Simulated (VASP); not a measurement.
Here is a VASP 6.6.1 calculation.

File INCAR:

```
SYSTEM = Te
PREC     = Accurate       ! precision mode
ENCUT    = 600            ! plane-wave cutoff, eV
EDIFF    = 1E-6           ! SCF threshold, eV
ISMEAR   = -1             ! smearing method
SIGMA    = 0.05           ! smearing width, eV
LREAL    = .False.        ! projectors in reciprocal space
LASPH    = .True.         ! aspherical terms in the spheres
NELM     = 80             ! most SCF steps
ALGO     = Normal         ! electronic algorithm
ISIF     = 3              ! what is computed and relaxed
LWAVE    = .False.        ! write WAVECAR
LCHARG   = .False.        ! write CHGCAR
GGA      = PE             ! functional
IVDW     = 1              ! dispersion correction
IBRION   = 2              ! ionic algorithm
NSW      = 60             ! ionic steps
EDIFFG   = -0.005         ! ionic threshold
```

File KPOINTS:

```
Automatic mesh
0
Gamma
  4 4 5
  0 0 0
```

File POSCAR:

```
Te
1.0
    5.8500400000      0.0000000000      0.0000000000
    0.0000000000      5.8500400000      0.0000000000
    0.0000000000      0.0000000000      4.7912000000
Te
4
Direct
    0.0000000000      0.0000000000      0.0000000000
    0.5000000000      0.5000000000      0.0000000000
    0.0000000000      0.5000000000      0.8300400000
    0.5000000000      0.0000000000      0.1699600000
```

Potentials or basis: VASP PAW PBE potentials, release 64 (Te).

Command:

```sh
$ cat potpaw_PBE.64/Te/POTCAR > POTCAR
$ mpirun -np 1 vasp_std > vasp.out
```

What does it give for the space group after relaxing (to 0.05 Å)?

P4/nmm (No. 129).

Predict the relaxed volume.

34.43 Å³/atom.

Final structure:
```yaml
crystal:
  lattice:
    - [5.75764, 0.00000, 0.00000]
    - [0.00000, 5.75764, 0.00000]
    - [0.00000, 0.00000, 4.15453]
  atoms:
    - { symbol: Te, position: [0.00000, 0.00000, 0.00000] }
    - { symbol: Te, position: [0.50000, 0.50000, 0.00000] }
    - { symbol: Te, position: [0.00000, 0.50000, 0.79506] }
    - { symbol: Te, position: [0.50000, 0.00000, 0.20494] }
```

Caveat: the volume moved by over 15 % at a fixed basis, so the end points are rough.
